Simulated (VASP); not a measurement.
**N: single point with PBE+D3(BJ)**

N:

```xyz
12
Lattice="7.0339 0.0000 0.0000 0.0000 7.0339 0.0000 0.0000 0.0000 7.0339" Properties=species:S:1:pos:R:3 pbc="T T T"
N     6.7929    6.3105    1.3142
N     5.7442    6.6012    1.4960
N    -0.1007    5.6279    4.6357
N     0.0091    6.6346    5.0699
N     0.6796    2.7332    6.1466
N    -0.1695    2.9422    6.8178
N     1.9267    2.4176    2.6032
N     1.9164    1.3587    2.9139
N     3.3227    4.7323    0.5566
N     2.7669    5.2905   -0.2150
N     3.6631    1.4445    6.5248
N     4.1399    1.4020    5.5315
```

The cell was built by a generator and needn't be a form met in nature.

```yaml
Program: VASP 6.6.1
Task: single point
Functional: PBE
Dispersion: D3(BJ)
Potentials_or_basis: VASP PAW PBE potentials, release 64 (N)
Cutoff: 520 eV
k_mesh: 1 × 1 × 1
Occupations: fermi-dirac, width 0.05 eV
Spin: no spin polarisation
```

* Pressure: 1.5 GPa
* Largest force: 1.722 eV/Å
* Band gap on the k mesh: 7.57 eV, direct
* Dispersion energy per atom: -0.042 eV

Forces in eV/Å, atoms in the order of the input:
```
N    1.423 -0.410 -0.256
N   -1.424  0.426  0.255
N   -0.170 -1.572 -0.682
N    0.173  1.563  0.678
N    1.286 -0.315 -1.019
N   -1.294  0.314  1.031
N    0.000  1.430 -0.413
N    0.003 -1.426  0.415
N    0.841 -0.841  1.160
N   -0.832  0.834 -1.159
N   -0.709  0.060  1.459
N    0.703 -0.063 -1.468
```

Stress tensor (GPa, compression positive):
```
 1.41 -0.39 -0.46
-0.39  1.52 -0.06
-0.46 -0.06  1.45
```

Levels at points of the mesh, in eV from the valence-band top:
| k point | band 28 | band 29 | band 30 | band 31 | band 32 | band 33 |
| --- | --- | --- | --- | --- | --- | --- |
| (0.00, 0.00, 0.00) | -0.05 | -0.02 | 0.00 | 7.57 | 7.63 | 7.81 |

It took 27 s on 1 thread of AMD EPYC 7R43 64-Core Processor (Zen 3), on a shared host, peak memory 0.29 GiB.

Caveat: the standard files for N, O and F lose accuracy on very short bonds. PBE gaps usually lie below the measured ones, often by a third to a half.
